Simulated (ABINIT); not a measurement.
# Ta (P6_3/mmc) in ABINIT: settings compared

Aim: see how the results for Ta move with the level of theory and the settings. Levels: PBE+D3(BJ), PBE+D4, PBE, LDA, PBEsol. Tasks: relaxation of cell and atoms, single point.

All numbers are computed with ABINIT 10.8.3 (patched build); they aren't measurements. Logs are shortened: lines on timing, memory, paths and dates and some standing lists are left out, and cuts for length are marked. The log counts tension as positive stress, the text compression.

## (1) The crystal as given

It takes space group P6_3/mmc (No. 194, hexagonal). Conventional cell: a = 2.900 Å, b = 2.900 Å, c = 5.166 Å, α = 90.00°, β = 90.00°, γ = 120.00°. Ta (site symmetry -6m2) has 12 Ta at 2.90 to 3.08 Å as nearest neighbours.

This isn't the form of Ta at room conditions, which is bcc.

## (2) Relaxation of cell and atoms, PBE+D3(BJ)

The input, run.py:

```python
import json, os
import numpy as np
from ase.constraints import FixSymmetry
from ase.optimize import LBFGS
from ase.filters import FrechetCellFilter
from ase.units import GPa
from ase.calculators.mixing import SumCalculator
from dftd3.ase import DFTD3
from ase.calculators.abinit import Abinit, AbinitProfile
from ase import Atoms

atoms = Atoms(['Ta', 'Ta'],
              cell=[[2.9003720726, 0.0, 0.0], [-1.4501860363, 2.5117958953, 0.0], [0.0, 0.0, 5.166274]],
              scaled_positions=[[0.3333333333, 0.6666666667, 0.25], [0.6666666667, 0.3333333333, 0.75]],
              pbc=True)

profile = AbinitProfile(command='abinit', pp_paths=[os.path.abspath('pseudos')])
params = dict(
    pps='pawxml', xc='PBE',
    chksymtnons=0,
    tolsym=1e-05,
    ecut=517.0163,
    pawecutdg=1034.0327,
    pawxcdev=0,
    kptopt=1,
    ngkpt=[11, 11, 5],
    nshiftk=1,
    shiftk=[0.0, 0.0, 0.0],
    ixc=11,
    nband=17,
    occopt=3,
    tsmear=0.05,
    nstep=100,
    tolvrs=1e-09,
    prtwf=0,
    prtden=0,
    ecutsm=0.5,
)

atoms.calc = SumCalculator([Abinit(profile=profile, directory='run', **params), DFTD3(method='pbe', damping='d3bj')])
atoms.set_constraint(FixSymmetry(atoms, symprec=1e-4))
opt = LBFGS(FrechetCellFilter(atoms), trajectory='opt.traj')
converged = opt.run(fmax=0.01, steps=30)
print('converged', converged)
print('cell (A)', np.round(atoms.cell[:], 5).tolist())
energy = atoms.get_potential_energy()
forces = atoms.get_forces()
stress = atoms.get_stress()
print(f'energy {energy:.6f} eV')
print('forces (eV/A)')
print(np.round(forces, 5))
print('stress (GPa, Voigt, tension positive)', np.round(stress / GPa, 4))
json.dump(dict(energy=energy, forces=forces.tolist(), stress=stress.tolist(), cell=atoms.cell.tolist(), frac=atoms.get_scaled_positions(wrap=False).tolist()), open('results.json', 'w'))
```

Potentials or basis: JTH PAW PBE v2.0.

Started as:

```bash
python run.py
```

Output:

```text
Step          Energy          fmax
LBFGS:    0    -3210.077873        0.802679
LBFGS:    1    -3210.097705        0.422257
LBFGS:    2    -3210.105343        0.018134
LBFGS:    3    -3210.105020        0.010267
LBFGS:    4    -3210.104689        0.008588
converged True
cell (A) [[2.86634, 0.0, 0.0], [-1.43317, 2.48232, 0.0], [-0.0, -0.0, 5.11192]]
energy -3210.104689 eV
forces (eV/A)
[[ 0. -0.  0.]
 [-0.  0. -0.]]
stress (GPa, Voigt, tension positive) [-0.0113 -0.0113  0.0757 -0.     -0.      0.    ]
```

abinit.in:

```text
chksymtnons 0
ecut 517.0163 eV
ecutsm 0.5
ixc 11
kptopt 1
natom 2
nband 17
ngkpt
11 11 5
nshiftk 1
nsppol 1
nstep 100
occopt 3
pawecutdg 1034.0327 eV
pawxcdev 0
prtden 0
prtwf 0
shiftk
0.0 0.0 0.0
tolsym 1e-05
tolvrs 1e-09
tsmear 0.05 eV
#Definition of the unit cell
acell
1.00000000000000 1.00000000000000 1.00000000000000 Angstrom
rprim
2.86634015924793 0.00000000000000 0.00000000000000
-1.43317007962397 2.48232339379624 0.00000000000000
-0.00000000000000 -0.00000000000000 5.11191947792659
chkprim 0 # Allow non-primitive cells
#Definition of the atom types
ntypat 1
znucl 73
#Enumerate different atomic species
typat
 1 1
pseudos "./pseudos/Ta.GGA_PBE-JTH.xml"
#Definition of the atoms
xcart
-0.00000000027083 3.12727424684500 2.41503194765314
2.70829894196237 1.56363712350068 7.24509584295941
chkexit 1 # abinit.exit file in the running directory terminates after the current SCF
```

abinit.abo:

```text
.Version 10.8.3 of ABINIT
 Symmetries : space group P6_3/m m c (#194); Bravais hP (primitive hexag.)
================================================================================
 Values of the parameters that define the memory need of the present run
     intxc =       0    ionmov =       0      iscf =      17    lmnmax =      18
     lnmax =       6     mgfft =      40  mpssoang =       3    mqgrid =    3001
     natom =       2  nloc_mem =       2    nspden =       1   nspinor =       1
    nsppol =       1      nsym =      24    n1xccc =       1    ntypat =       1
    occopt =       3   xclevel =       2
       mpw =         985          nfft =       23040          nkpt =          48
 PAW method is used; the additional fine FFT grid is defined by:
   mgfftf=        54    nfftf =     55296
================================================================================
================================================================================

--------------------------------------------------------------------------------
------------- Echo of variables that govern the present computation ------------
--------------------------------------------------------------------------------
 -outvars: echo values of preprocessed input variables --------
            acell      1.8897261259E+00  1.8897261259E+00  1.8897261259E+00 Bohr
              amu      1.80947900E+02
          chkexit           1
          chkprim           0
      chksymtnons           0
             ecut      1.89999986E+01 Hartree
           ecutsm      5.00000000E-01 Hartree
              ixc          11
         kptrlatt       11    0    0      0   11    0      0    0    5
          kptrlen      4.83006390E+01
            natom           2
            nband          17
            ngfft          24      24      40
          ngfftdg          32      32      54
             nkpt          48
            nstep         100
             nsym          24
           ntypat           1
           occopt           3
        pawecutdg      3.80000008E+01 Hartree
         pawxcdev           0
           prtden           0
            prtwf           0
            rprim      2.8663401592E+00  0.0000000000E+00  0.0000000000E+00
                      -1.4331700796E+00  2.4823233938E+00  0.0000000000E+00
                      -0.0000000000E+00 -0.0000000000E+00  5.1119194779E+00
          spgroup         194
           tolvrs      1.00000000E-09
           tsmear      1.83746611E-03 Hartree
            typat      1  1
           useylm           1
           xangst     -1.7018482195E-10  1.6548822626E+00  1.2779798694E+00
                       1.4331700795E+00  8.2744113130E-01  3.8339396083E+00
            xcart     -3.2160270427E-10  3.1272742469E+00  2.4150319476E+00
                       2.7082989420E+00  1.5636371235E+00  7.2450958430E+00
             xred      3.3333333328E-01  6.6666666668E-01  2.4999999998E-01
                       6.6666666661E-01  3.3333333335E-01  7.4999999998E-01
            znucl       73.00000

================================================================================

 chkinp: Checking input parameters for consistency.

================================================================================
== DATASET  1 ==================================================================

--- !DatasetInfo
iteration_state: {dtset: 1, }
dimensions: {natom: 2, nkpt: 48, mband: 17, nsppol: 1, nspinor: 1, nspden: 1, mpw: 985, }
cutoff_energies: {ecut:  19.0, pawecutdg:  38.0, }
electrons: {nelect:   2.60000000E+01, charge:   0.00000000E+00, occopt:   3.00000000E+00, tsmear:   1.83746611E-03, }
meta: {optdriver: 0, ionmov: 0, optcell: 0, iscf: 17, paral_kgb: 0, }
...

 Exchange-correlation functional for the present dataset will be:
  GGA: Perdew-Burke-Ernzerhof functional - ixc=11
  J.P.Perdew, K.Burke, M.Ernzerhof, PRL 77, 3865 (1996)

 Real(R)+Recip(G) space primitive vectors, cartesian coordinates (Bohr,Bohr^-1):
 R(1)=  5.4165979  0.0000000  0.0000000  G(1)=  0.1846177  0.1065891  0.0000000
 R(2)= -2.7082989  4.6909114  0.0000000  G(2)=  0.0000000  0.2131782  0.0000000
 R(3)=  0.0000000  0.0000000  9.6601278  G(3)=  0.0000000  0.0000000  0.1035183
 Unit cell volume ucvol=  2.4545207E+02 bohr^3
 Angles (23,13,12)=  9.00000000E+01  9.00000000E+01  1.20000000E+02 degrees

 Coarse grid specifications (used for wave-functions):

 getcut: wavevector=  0.0000  0.0000  0.0000  ngfft=  24  24  40
         ecut(hartree)=     19.000   => boxcut(ratio)=   2.11026

[... 54 lines left out ...]
lattice_volume:   2.4545207E+02
convergence: {deltae: -1.079E-10, res2:  1.273E-10, residm:  1.806E-03, diffor: null, }
etotal    :  -1.17921029E+02
entropy   :   0.00000000E+00
fermie    :   5.56847922E-02
cartesian_stress_tensor: # hartree/bohr^3
- [ -2.02401751E-04,   0.00000000E+00,   0.00000000E+00, ]
- [  0.00000000E+00,  -2.02401751E-04,   0.00000000E+00, ]
- [  0.00000000E+00,   0.00000000E+00,  -2.00015678E-04, ]
pressure_GPa:   5.9315E+00
xred      :
- [  3.3333E-01,   6.6667E-01,   2.5000E-01, Ta]
- [  6.6667E-01,   3.3333E-01,   7.5000E-01, Ta]
cartesian_forces: # hartree/bohr
- [  1.98844018E-28,   1.14802648E-28,  -0.00000000E+00, ]
- [ -1.98844018E-28,  -1.14802648E-28,  -0.00000000E+00, ]
force_length_stats: {min:   2.29605295E-28, max:   2.29605295E-28, mean:   2.29605295E-28, }
...

 Integrated electronic density in atomic spheres:
 ------------------------------------------------
 Atom  Sphere_radius  Integrated_density
    1        2.41973         10.63035708
    2        2.41973         10.63035708

================================================================================

 ----iterations are completed or convergence reached----

 Mean square residual over all n,k,spin=   86.270E-07; max=  18.057E-04
 reduced coordinates (array xred) for    2 atoms
       0.333333333281      0.666666666681      0.249999999981
       0.666666666615      0.333333333348      0.749999999981
 rms dE/dt=  6.2184E-28; max dE/dt=  1.0771E-27; dE/dt below (all hartree)
    1      -0.000000000000      0.000000000000      0.000000000000
    2       0.000000000000      0.000000000000      0.000000000000

 cartesian coordinates (angstrom) at end:
    1     -0.00000000017018     1.65488226256704     1.27797986938581
    2      1.43317007945378     0.82744113130162     3.83393960834911

 cartesian forces (hartree/bohr) at end:
    1      0.00000000000000     0.00000000000000    -0.00000000000000
    2     -0.00000000000000    -0.00000000000000    -0.00000000000000
 frms,max,avg= 1.3256268E-28 1.9884402E-28   0.000E+00  0.000E+00  0.000E+00 h/b

 cartesian forces (eV/Angstrom) at end:
    1      0.00000000000000     0.00000000000000    -0.00000000000000
    2     -0.00000000000000    -0.00000000000000    -0.00000000000000
 frms,max,avg= 6.8166470E-27 1.0224971E-26   0.000E+00  0.000E+00  0.000E+00 e/A
 length scales=  1.889726125908  1.889726125908  1.889726125908 bohr
              =  1.000000000000  1.000000000000  1.000000000000 angstroms
 Fermi (or HOMO) energy (hartree) =   0.05568   Average Vxc (hartree)=  -0.45944
 Eigenvalues (hartree) for nkpt=  48  k points:
 kpt#   1, nband= 17, wtk=  0.00165, kpt=  0.0000  0.0000  0.0000 (reduced coord)
  -2.42816   -2.42565   -1.21462   -1.18118   -1.17656   -1.17656   -1.17323   -1.17323
  -0.25068   -0.12965    0.03222    0.05248    0.07718    0.07718    0.09879    0.09879
   0.16854
      occupation numbers for kpt#   1
   2.00000    2.00000    2.00000    2.00000    2.00000    2.00000    2.00000    2.00000
   2.00000    2.00000    1.99999    1.70260    0.00002    0.00002    0.00000    0.00000
   0.00000
 prteigrs : prtvol=0 or 1, do not print more k-points.

--- !EnergyTerms
iteration_state     : {dtset: 1, }
comment             : Components of total free energy in Hartree
kinetic             :  1.20288893427275E+01
hartree             :  1.58818269898441E+01
xc                  : -1.63306021795605E+01
Ewald energy        : -9.81047912030488E+01
psp_core            :  1.62935069750715E+01
local_psp           : -1.52486171777525E+01
PAW spherical_terms : -3.24406004512359E+01
internal            : -1.17920387703955E+02
'-kT*entropy'       : -6.40271948263993E-04
total_energy        : -1.17921027975903E+02
total_energy_eV     : -3.20879463877542E+03
...

--- !EnergyTermsDC
iteration_state     : {dtset: 1, }
comment             : '"Double-counting" decomposition of free energy'
band_energy         : -2.43889720437934E+01
Ewald energy        : -9.81047912030488E+01
psp_core            :  1.62935069750715E+01
xc_dc               : -2.41836391134226E+01
PAW spherical_terms :  1.24635070228625E+01
internal            : -1.17920388362331E+02
'-kT*entropy'       : -6.40271948263993E-04
total_energy_dc     : -1.17921028634279E+02
total_energy_dc_eV  : -3.20879465669075E+03
...

--- !EnergyTermsWithPAWCore
iteration_state     : {dtset: 1, }
comment             : 'Components of total free energy, including PAW core contributions'
Total energy        : -3.12098120294757E+04
Total energy DC     : -3.12098120301341E+04
Total energy (eV)   : -8.49262249798528E+05
Total energy DC (eV): -8.49262249816443E+05
...

 Cartesian components of stress tensor (hartree/bohr^3)
  sigma(1 1)= -2.02401751E-04  sigma(3 2)=  0.00000000E+00
  sigma(2 2)= -2.02401751E-04  sigma(3 1)=  0.00000000E+00
  sigma(3 3)= -2.00015678E-04  sigma(2 1)=  0.00000000E+00

-Cartesian components of stress tensor (GPa)         [Pressure=  5.9315E+00 GPa]
- sigma(1 1)= -5.95486510E+00  sigma(3 2)=  0.00000000E+00
- sigma(2 2)= -5.95486510E+00  sigma(3 1)=  0.00000000E+00
- sigma(3 3)= -5.88466442E+00  sigma(2 1)=  0.00000000E+00

== END DATASET(S) ==============================================================
================================================================================

 -outvars: echo values of variables after computation  --------
            acell      1.8897261259E+00  1.8897261259E+00  1.8897261259E+00 Bohr
           etotal     -1.1792102863E+02
            fcart      1.9884401837E-28  1.1480264753E-28 -0.0000000000E+00
                      -1.9884401837E-28 -1.1480264753E-28 -0.0000000000E+00
            rprim      2.8663401592E+00  0.0000000000E+00  0.0000000000E+00
                      -1.4331700796E+00  2.4823233938E+00  0.0000000000E+00
                      -0.0000000000E+00 -0.0000000000E+00  5.1119194779E+00
           strten     -2.0240175066E-04 -2.0240175066E-04 -2.0001567827E-04
                       0.0000000000E+00  0.0000000000E+00  0.0000000000E+00
           xangst     -1.7018482195E-10  1.6548822626E+00  1.2779798694E+00
                       1.4331700795E+00  8.2744113130E-01  3.8339396083E+00
             xred      3.3333333328E-01  6.6666666668E-01  2.4999999998E-01
                       6.6666666661E-01  3.3333333335E-01  7.4999999998E-01
 Calculation completed.
```

It took 2.5 min on 1 thread of Arm Neoverse V1, shared host; peak memory 0.12 GiB.

What came out:

| Item | Value |
| --- | --- |
| Free energy | -3210.1047 eV |
| Relaxed volume | 18.19 Å³/atom |
| Relaxed cell | a = 2.866 Å, b = 2.866 Å, c = 5.112 Å, α = 90.00°, β = 90.00°, γ = 120.00° |
| Space group after relaxing (to 0.05 Å) | P6_3/mmc (No. 194) |
| Energy gained by relaxing | 13.4 meV/atom |
| Ionic steps | 5 |
| Pressure after relaxing | 0.0 GPa |
| Band gap on the k mesh | none (metal or under the smearing width) |
| Valence electrons inside the program's atomic spheres | Ta 10.63 (radii [1.2805] Å) |
| Dispersion energy per atom | -0.655 eV |

Stress tensor (GPa, compression positive):
```
 0.01  0.00  0.00
 0.00  0.01  0.00
 0.00  0.00 -0.08
```

Step by step:
```tsv
step	energy change (eV)	largest force (eV/Å)	pressure (GPa)	volume (Å³)
1	0.0000	0.0000	-6.55	37.64
2	-0.0198	0.0000	-3.50	37.02
3	-0.0275	0.0000	0.10	36.35
4	-0.0271	0.0000	-0.01	36.37
5	-0.0268	0.0000	-0.02	36.37
```

Final structure:
```xyz
2
Lattice="2.8663 0.0000 0.0000 -1.4332 2.4823 0.0000 0.0000 0.0000 5.1119" Properties=species:S:1:pos:R:3 pbc="T T T"
Ta    0.0000    1.6549    1.2780
Ta    1.4332    0.8274    3.8339
```

Levels at points of the mesh, in eV from the Fermi level:
| k point | band 11 | band 12 | band 13 | band 14 | band 15 | band 16 |
| --- | --- | --- | --- | --- | --- | --- |
| (0.00, 0.00, 0.00) | -0.64 | -0.09 | 0.58 | 0.58 | 1.17 | 1.17 |

Caveat: the log and the count of SCF iterations are those of the last ABINIT call alone; pairwise dispersion overbinds metals, which lowers pressure and volume.

[end of part 1 of 2]
